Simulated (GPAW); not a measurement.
# CaF2 (Fluorite) (Fm-3m) in GPAW: single point with PBE

Aim: the single point of CaF2 (Fluorite) with PBE.

Everything below comes from runs of GPAW 26.7.0. Logs are shortened: lines on timing, memory, paths and dates and some standing lists are left out, and cuts for length are marked. The log counts tension as positive stress, the text compression.

## (1) Starting point

It takes space group Fm-3m (No. 225, cubic). Conventional cell: a = 5.462 Å, b = 5.462 Å, c = 5.462 Å, α = 90.00°, β = 90.00°, γ = 90.00°. Ca (site symmetry m-3m) has 8 F at 2.37 Å as nearest neighbours. F (site symmetry -43m) is surrounded by 4 Ca at 2.37 Å.

## (2) Single point, PBE

Contents of run.py:

```python
from ase.dft.bandgap import bandgap
from ase.io import read, write
from ase.units import GPa
from gpaw import GPAW, PW

atoms = read('CaF2.cif')

calc = GPAW(mode=PW(800),
            xc='PBE',
            kpts={'size': (11, 11, 11), 'gamma': True},
            occupations={'name': 'fermi-dirac', 'width': 0.05},
            nbands=22,
            convergence={'density': 1e-05, 'energy': 1e-05},
            maxiter=75,
            txt='gpaw.txt')
atoms.calc = calc
energy = atoms.get_potential_energy()
forces = atoms.get_forces()
stress = atoms.get_stress()
calc.write('gs.gpw')
write('result.traj', atoms)
print(f'Energy: {energy:.6f} eV')
print('Forces (eV/A):')
print(forces.round(4))
print('Stress (GPa):', (stress / GPa).round(3))
print('Fermi level:', round(calc.get_fermi_level(), 4), 'eV')
print(f'Gap: {bandgap(calc)[0]:.4f} eV, direct: {bandgap(calc, direct=True)[0]:.4f} eV')
```

Contents of CaF2.cif:

```cif
data_CaF2
_cell_length_a 3.86221724
_cell_length_b 3.86221724
_cell_length_c 3.86221724
_cell_angle_alpha 60.00000000
_cell_angle_beta 60.00000000
_cell_angle_gamma 60.00000000
_space_group_name_H-M_alt 'P1'
_space_group_name_Hall 'P 1'
_space_group_IT_number 1
loop_
_space_group_symop_operation_xyz
'x,y,z'
loop_
_atom_site_label
_atom_site_type_symbol
_atom_site_symmetry_multiplicity
_atom_site_Wyckoff_symbol
_atom_site_fract_x
_atom_site_fract_y
_atom_site_fract_z
_atom_site_occupancy
Ca1 Ca 1 a 0.0000000000 0.0000000000 0.0000000000 1
F1 F 1 a 0.7500000000 0.7500000000 0.7500000000 1
F2 F 1 a 0.2500000000 0.2500000000 0.2500000000 1
```

Potentials or basis: GPAW PAW data sets (gpaw-data 1.2.1), pw.

On the command line:

```bash
$ OMP_NUM_THREADS=1 python run.py
```

gpaw.txt:

```text
__  _  _
 | _ |_)|_||  |
 |__||  | ||/\| - 26.7.0

Input parameters:
  mode=PW(ecut=800.0),
  convergence={'density': 1e-05, 'energy': 1e-05},
  kpts=MonkhorstPack(size=(11, 11, 11), gamma=True),
  maxiter=75,
  nbands=22,
  occupations=Occupations(name='fermi-dirac', width=0.05),
  xc=XC(name='PBE')

Diagonalizing LCAO Hamiltonian
Converting LCAO to pw mode

                        F

             F

       Ca

Atoms  # Å, Bohr magnetons
|   | symbol |        x |        y |        z |    initial magnetic moments |
|---|--------|----------|----------|----------|-----------------------------|
| 0 |     Ca | 0.000000 | 0.000000 | 0.000000 | ( 0.0000,  0.0000,  0.0000) |
| 1 |      F | 5.793326 | 3.344778 | 2.365115 | ( 0.0000,  0.0000,  0.0000) |
| 2 |      F | 1.931109 | 1.114926 | 0.788372 | ( 0.0000,  0.0000,  0.0000) |

Unit cell  # Å
| periodic |        x |        y |        z |  lengths |    angles |
|----------|----------|----------|----------|----------|-----------|
|      yes | 3.862217 | 0.000000 | 0.000000 | 3.862217 | 60.000000 |
|      yes | 1.931109 | 3.344778 | 0.000000 | 3.862217 | 60.000000 |
|      yes | 1.931109 | 1.114926 | 3.153487 | 3.862217 | 60.000000 |

Number of symmetries: 48
Symmetry operations  # r_c * U_cc + t_c -> r_c
|    | kind |            matrix            |
|----|------|------------------------------|
|  0 |  σ   |  1, 0, 0,  1, 0,-1,  1,-1, 0 |
|  1 |  C2  |  1, 0, 0,  1,-1, 0,  1, 0,-1 |
|  2 |  E   |  1, 0, 0,  0, 1, 0,  0, 0, 1 |
|  3 |  σ   |  1, 0, 0,  0, 0, 1,  0, 1, 0 |
|  4 |  C4  |  1, 0,-1,  1, 0, 0,  1,-1, 0 |
|  5 |  S6  |  1, 0,-1,  1,-1, 0,  1, 0, 0 |
|  6 |  σ   |  1, 0,-1,  0, 1,-1,  0, 0,-1 |
|  7 |  C3  |  1, 0,-1,  0, 0,-1,  0, 1,-1 |
|  8 |  S6  |  1,-1, 0,  1, 0, 0,  1, 0,-1 |
|  9 |  C4  |  1,-1, 0,  1, 0,-1,  1, 0, 0 |
| 10 |  C3  |  1,-1, 0,  0,-1, 1,  0,-1, 0 |
| 11 |  σ   |  1,-1, 0,  0,-1, 0,  0,-1, 1 |
| 12 |  σ   |  0, 1, 0,  1, 0, 0,  0, 0, 1 |
| 13 |  C4  |  0, 1, 0,  0, 1,-1, -1, 1, 0 |
| 14 |  C3  |  0, 1, 0,  0, 0, 1,  1, 0, 0 |
| 15 |  S6  |  0, 1, 0, -1, 1, 0,  0, 1,-1 |
| 16 |  C2  |  0, 1,-1,  1, 0,-1,  0, 0,-1 |
| 17 |  σ   |  0, 1,-1,  0, 1, 0, -1, 1, 0 |
| 18 |  S4  |  0, 1,-1,  0, 0,-1,  1, 0,-1 |
| 19 |  C4  |  0, 1,-1, -1, 1, 0,  0, 1, 0 |
| 20 |  C3  |  0, 0, 1,  1, 0, 0,  0, 1, 0 |
| 21 |  σ   |  0, 0, 1,  0, 1, 0,  1, 0, 0 |
| 22 |  S6  |  0, 0, 1,  0,-1, 1, -1, 0, 1 |
| 23 |  C4  |  0, 0, 1, -1, 0, 1,  0,-1, 1 |
| 24 |  S4  |  0, 0,-1,  1, 0,-1,  0, 1,-1 |
| 25 |  C3  |  0, 0,-1,  0, 1,-1,  1, 0,-1 |
| 26 |  C2  |  0, 0,-1,  0,-1, 0, -1, 0, 0 |
| 27 |  S6  |  0, 0,-1, -1, 0, 0,  0,-1, 0 |
| 28 |  S4  |  0,-1, 1,  1,-1, 0,  0,-1, 0 |
| 29 |  C4  |  0,-1, 1,  0, 0, 1, -1, 0, 1 |
| 30 |  C2  |  0,-1, 1,  0,-1, 0,  1,-1, 0 |
| 31 |  σ   |  0,-1, 1, -1, 0, 1,  0, 0, 1 |
| 32 |  C3  |  0,-1, 0,  1,-1, 0,  0,-1, 1 |
| 33 |  S6  |  0,-1, 0,  0, 0,-1, -1, 0, 0 |
| 34 |  S4  |  0,-1, 0,  0,-1, 1,  1,-1, 0 |
| 35 |  C2  |  0,-1, 0, -1, 0, 0,  0, 0,-1 |
| 36 |  C2  | -1, 1, 0,  0, 1, 0,  0, 1,-1 |
| 37 |  S6  | -1, 1, 0,  0, 1,-1,  0, 1, 0 |
| 38 |  S4  | -1, 1, 0, -1, 0, 1, -1, 0, 0 |
| 39 |  C3  | -1, 1, 0, -1, 0, 0, -1, 0, 1 |
| 40 |  S6  | -1, 0, 1,  0, 0, 1,  0,-1, 1 |
| 41 |  C2  | -1, 0, 1,  0,-1, 1,  0, 0, 1 |
| 42 |  C3  | -1, 0, 1, -1, 1, 0, -1, 0, 0 |
| 43 |  S4  | -1, 0, 1, -1, 0, 0, -1, 1, 0 |
| 44 |  C2  | -1, 0, 0,  0, 0,-1,  0,-1, 0 |
| 45 |  i   | -1, 0, 0,  0,-1, 0,  0, 0,-1 |
| 46 |  σ   | -1, 0, 0, -1, 1, 0, -1, 0, 1 |
| 47 |  C2  | -1, 0, 0, -1, 0, 1, -1, 1, 0 |

BZ-sampling:
  Number of BZ points: 1331
  Number of IBZ points: 56

  Monkhorst-Pack size: [11, 11, 11]
  Monkhorst-Pack shift: [0, 0, 0]

K-points  # in reciprocal-cell coordinates
|     |                                coordinates |     weight |
|-----|--------------------------------------------|------------|
|   0 | (  0.00000000,   0.00000000,   0.00000000) | 0.00075131 |
|   1 | (  0.09090909,   0.09090909,   0.00000000) | 0.00450789 |
|   2 | (  0.09090909,   0.09090909,   0.09090909) | 0.00601052 |
|   3 | (  0.18181818,   0.09090909,   0.09090909) | 0.00901578 |
|   4 | (  0.18181818,   0.18181818,   0.00000000) | 0.00450789 |
|   5 | (  0.18181818,   0.18181818,   0.09090909) | 0.01803156 |
|   6 | (  0.18181818,   0.18181818,   0.18181818) | 0.00601052 |
|   7 | (  0.27272727,   0.18181818,   0.09090909) | 0.01803156 |
|   8 | (  0.27272727,   0.18181818,   0.18181818) | 0.01803156 |
|   9 | (  0.27272727,   0.27272727,   0.00000000) | 0.00450789 |
| ... |                                            |            |
|  55 | (  0.45454545,   0.45454545,   0.45454545) | 0.00601052 |

Plane wave coefficients: 2116
Cutoff: 800.0 eV

Spin-components: 1 (collinear spins)
Bands:           22
Projectors:      15
Spin-degeneracy: 2
Datatype:        complex128

Parallelization:
  kpt:    1
  domain: 1
  band:   1

Density:
  Valence electrons: 24.0
  Components: 1
  Grid points: [27 27 27]
  Charge: 0.0  # |e|

Potential:
  Grid points: [27 27 27]

species:
  Ca:
    name:    Calcium
    Z:       20.0
    valence: 10
    core:    10
    charge:  0.0  # [|e|]
    compensation charges:
      type: gauss
      rc: 0.37  # [Å]
      lmax: 2
    cutoffs:
      filter: 2.10  # [Å]
      core: 1.17  # [Å]
    projectors
    | kind |    occ | energy [eV] | rcut [Å] |
    |------|--------|-------------|----------|
    |   3s |  2.000 |     -47.086 |    1.175 |
    |   4s |  2.000 |      -3.766 |    1.175 |
    |   3p |  6.000 |     -28.008 |    1.154 |
    |    p |        |      -0.797 |    1.154 |
    |    d |        |       0.000 |    0.937 |

    Using partial waves for Ca as LCAO basis

  F:
    name:    Fluorine
    Z:       9.0
    valence: 7
    core:    2
    charge:  0.0  # [|e|]
    compensation charges:
      type: gauss
      rc: 0.20  # [Å]
      lmax: 2
    cutoffs:
      filter: 1.14  # [Å]
      core: 0.74  # [Å]
    projectors
    | kind |    occ | energy [eV] | rcut [Å] |
    |------|--------|-------------|----------|
    |   2s |  2.000 |     -29.898 |    0.635 |
    |   2p |  5.000 |     -11.110 |    0.635 |
    |    s |        |      -2.687 |    0.635 |
    |    p |        |      16.102 |    0.635 |
    |    d |        |       0.000 |    0.635 |

    Using partial waves for F as LCAO basis

Reference energy: -23939.030803  # eV

eigensolver:
  PPCG
  Converge bands: occupied
  niter=2

density mixing:
  MSR1-Mixer
  Pratt-step length: 0.05
  Maximum mixing coefficient: 0.75
  Old densities: 10
  SVD Regularization: 0.005
  Good broyden scale: 1.0
  Trust region scale: 1.0
  Backstep threshold: 4.0
  History deletion threshold: 6.0
  Fourier metric: weight=20.0, sigma=0.015

occupation numbers:
  Fermi-Dirac:
    width: 0.0500  # eV

poisson solver:
  ecut: 6400.0  # eV

xc functional:
  name: PBE with 2 nearest neighbor stencil

convergence criteria:
- Maximum integral of absolute [dens]ity change: 1e-05 electrons / valence electron
- Maximum [total energy] change in last 3 cyles: 1e-05 eV / valence electron
- Maximum integral of absolute [eigenst]ate change: 4e-08 eV^2 / valence electron
maximum number of iterations: 75

SCF iterations
|iter     | |      energy | eigst |  dens |
|---------|-|-------------|-------|-------|
|iter:   1| |  -18.146959 | -0.11 |       |
|iter:   2| |  -17.928755 | -2.19 | -1.12 |
|iter:   3| |  -17.327147 | -0.69 | -1.17 |
|iter:   4| |  -17.344025 | -2.88 | -1.60 |
|iter:   5| |  -17.359454 | -3.31 | -1.90 |
|iter:   6| |  -17.359604 | -5.35 | -3.05 |
|iter:   7| |  -17.359646c| -5.78 | -3.39 |
|iter:   8| |  -17.359646c| -8.06c| -4.60 |
|iter:   9| |  -17.359646c| -7.67c| -5.05c|

Converged in 9 steps
Energy contributions relative to reference atoms: (reference = -23939.030803)

Energy contributions:
  Kinetic:          20.950440
  Coulomb:         -19.048508
  Zero:             -0.420008
  External:          0.000000
  Xc:              -18.841570
  Entropy:          -0.000000
  Spinorbit:         0.000000
  ----------------------------
  Free energy:     -17.359646
  Extrapolated:    -17.359646

dipole moment: (-25.477999, -14.709730, -10.401350)  # |e|*Ang

Fermi level: 3.254
Eigenvalues  # (at kpt = [0.000, 0.000, 0.000])
| band index |      eig [eV] | occ [0-2] |
|------------|---------------|-----------|
|          0 |       -35.070 |     2.000 |
|        ... |               |           |
|          4 |       -16.034 |     2.000 |
|          5 |       -16.034 |     2.000 |
|          6 |        -1.130 |     2.000 |
|          7 |        -1.130 |     2.000 |
|          8 |        -1.130 |     2.000 |
|          9 |         0.709 |     2.000 |
[... 8 lines left out ...]
|         18 |        17.893 |     0.000 |
|         19 |        17.893 |     0.000 |
|        ... |               |           |
|         21 |        23.801 |     0.000 |

Gap: 7.295 eV
Transition (v -> c):
  (s=0, k=49, n=11, [0.45, 0.45, -0.09]) -> (s=0, k=0, n=12, [0.00, 0.00, 0.00])
Direct/indirect transitions are different
Direct gap: 7.539 eV
Transition at: (s=0, k=0, n=11, [0.00, 0.00, 0.00])

Forces  # eV/Ang
|        x |        y |        z |
|----------|----------|----------|
|  0.00000 |  0.00000 |  0.00000 |  # Ca   0
| -0.00000 |  0.00000 | -0.00000 |  # F    1
|  0.00000 | -0.00000 |  0.00000 |  # F    2

Stress tensor  # eV/Ang^3
|         x |         y |         z |
|-----------|-----------|-----------|
| -0.006599 |  0.000000 | -0.000000 |
|  0.000000 | -0.006599 |  0.000000 |
|  0.000000 |  0.000000 | -0.006599 |

# Writing to gs.gpw (mode='')
```

Wall time 59 s (1 thread of Arm Neoverse V1, shared host); peak memory 0.21 GiB.

What came out:

```yaml
Free_energy: -17.3596 eV
Pressure: 1.1 GPa
Band_gap_on_the_k_mesh: 7.29 eV, indirect (least direct gap 7.54 eV)
```

Caveat: an odd mesh through Γ misses points on the zone boundary, where band edges often lie.
